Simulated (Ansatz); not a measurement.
I need a frozen displacement of one atom of ZnS, space group P6_3mc. Use the Python package of Ansatz (0.2.0). Settings (first run): PBE, PAW, cutoff 450 eV, 6×6×4 k-points, fixed occupations, D3BJATM dispersion.

```
Zn S
1.0
     3.81100    0.00000    0.00000
    -1.90550    3.30042    0.00000
     0.00000    0.00000    6.23400
Zn S
2 2
Cartesian
  0.0000 2.2003 0.0000
  1.9055 1.1001 3.1170
  0.0000 2.2003 2.4001
  1.9055 1.1001 5.5171
```

The script, `zns_push.py`:
```python
# -*- coding: utf-8 -*-
"""Energy and force of ZnS as one atom is pushed off its site."""

import ansatz as az
import numpy as np

lattice = az.Lattice.of(
    (3.811, 0.0, 0.0),
    (-1.9055, 3.300423, 0.0),
    (0.0, 0.0, 6.234),
)
sites = [
    ("Zn", (1 / 3, 2 / 3, 0.0)),
    ("Zn", (2 / 3, 1 / 3, 0.5)),
    ("S", (1 / 3, 2 / 3, 0.385)),
    ("S", (2 / 3, 1 / 3, 0.885)),
]
xtal = az.Crystal(lattice=lattice)
for symbol, position in sites:
    xtal = xtal.atom(symbol, position)

inverse = np.linalg.inv(np.array(xtal.lattice.vectors))
home = np.array(xtal.sites[0].position)
values = np.linspace(-0.05, 0.05, 5)
energies, pulls = [], []
for shift in values:
    moved = xtal.move(0, to=home + shift * inverse[0])
    calc = moved.calculation()
    calc = calc.functional("PBE", dispersion="d3bjatm")
    calc = calc.pseudopotentials("paw").basis(450)
    calc = calc.kpoints(6, 6, 4)
    calc = calc.occupations("fixed")
    calc = calc.forces()
    r = calc.run().report
    energies.append(r["free_energy_ev"])
    pulls.append(r["forces_ev_ang"][0][0])

# the force is minus the slope of the free energy
print("shift (A)   dE (eV)   force along x (eV/A)")
for shift, e, f in zip(values, energies, pulls):
    print(f"{shift:8.3f} {e - energies[2]:10.5f} {f:12.4f}")
print(f"stiffness from energies {2 * np.polyfit(values, energies, 2)[0]:.3f}, from forces {-np.polyfit(values, pulls, 1)[0]:.3f} eV/A^2")
```

Running `python zns_push.py` prints:
```text
shift (A)   dE (eV)   force along x (eV/A)
  -0.050    0.00842       0.3377
  -0.025    0.00210       0.1683
   0.000    0.00000       0.0000
   0.025    0.00210      -0.1683
   0.050    0.00842      -0.3377
stiffness from energies 6.741, from forces 6.749 eV/A^2
```

The curvature of the energy gives 6.741 eV/Å² and the slope of the force 6.749 eV/Å², a positive curvature.

The structure is a deposited one; some such entries were measured under pressure or heat, so a shift against it needn't be the functional's error alone. All periodic images of the atom move with it, so the curvature is one diagonal element of the zone-centre force constants and no normal mode; a positive value doesn't exclude soft modes in which several atoms move. Wall time of the script: 47 s on 1 thread of Arm Neoverse V1 (shared host), peak memory 0.44 GiB.
